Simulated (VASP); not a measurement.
Wanted: the native input for a VASP 6.6.1 run.

```yaml
Task: relaxation of the atoms
Functional: LAK
Potentials_or_basis: VASP PAW PBE potentials, release 64 (Cr_pv)
Cutoff: 520 eV
k_mesh: 12 × 12 × 12
Occupations: gaussian, width 0.01 eV
Spin: no spin polarisation
Further_INCAR_settings: ALGO = Normal; EDIFF = 1e-07; IBRION = 2; EDIFFG = -0.005; NSW = 40
```

The structure of Cr lies in POSCAR:

```
Cr
1.0
   -1.5147440000      1.5130930000      1.4935950000
    1.4722900000     -1.4926380000      1.4306860000
    1.5102230000      1.4881160000     -1.4731400000
Cr
1
Direct
    0.0021880000      0.0087280000      0.0053110000
```

The cell isn't the ideal one: cell strained at random at fixed volume.

One way to write it, as run:

INCAR

```
ALGO = Normal
EDIFF = 1E-7
EDIFFG = -0.005
ENCUT = 520
IBRION = 2
ISIF = 2
ISMEAR = 0
LASPH = True
LCHARG = False
LMIXTAU = True
LREAL = False
LWAVE = False
METAGGA = LAK
NELM = 150
NSW = 40
PREC = Accurate
SIGMA = 0.01
```

KPOINTS

```
k-points
0
Gamma
  12 12 12
```

Potentials or basis: VASP PAW PBE potentials, release 64 (Cr_pv).

Run with:

```console
$ cat potpaw_PBE.64/Cr_pv/POTCAR > POTCAR
$ mpirun -np 1 vasp_std > vasp.out
```

It gave:

The pressure after relaxing is -21.9 GPa and the band gap on the k mesh is none (metal or under the smearing width).

Caveat: the relaxation stopped at its first step, so nothing moved; the PAW data sets were made with another functional, which shifts forces and pressure a little; the run has no spin polarisation, though such a crystal can be magnetic.

Run time: 12 min on 1 thread of Intel(R) Xeon(R) Platinum 8375C CPU @ 2.90GHz (Ice Lake) (shared host), peak memory 0.24 GiB.
